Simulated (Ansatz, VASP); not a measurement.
One calculation of CdS, two programs

```xyz
2
Lattice="0.0000 2.7268 2.7268 2.7268 0.0000 2.7268 2.7268 2.7268 0.0000" Properties=species:S:1:pos:R:3 pbc="T T T"
Cd    0.0000    0.0000    0.0000
S     2.7268    2.7268    2.7268
```

The cell was built by a generator and needn't be a form met in nature.

Alike in both runs: task single point; functional r2SCAN; k mesh 8 × 8 × 8; no spin polarisation.

```csv
,VASP,Ansatz
version,VASP 6.6.1,Ansatz 0.2.0
potentials or method,"VASP PAW PBE potentials, release 64 (Cd, S)","plane waves, PAW"
plane-wave cutoff (eV),520,500
occupations,"gaussian, width 0.01 eV",fixed
valence electrons in the cell,18,26
```

|  | VASP | Ansatz | Ansatz less VASP |
| --- | --- | --- | --- |
| gap on the k mesh at the Fermi level (eV) | 0.73 | 0.75 | +0.018 |
| pressure (GPa) | 0.5 | 0.0 | -0.48 |

The two sets of potentials don't hold the same shells in valence.

Caveats: the PAW data sets were made with another functional, which shifts forces and pressure a little (VASP). r2SCAN opens gaps a little over a GGA but as a rule still falls short of measured ones. A k mesh can miss the band edges.
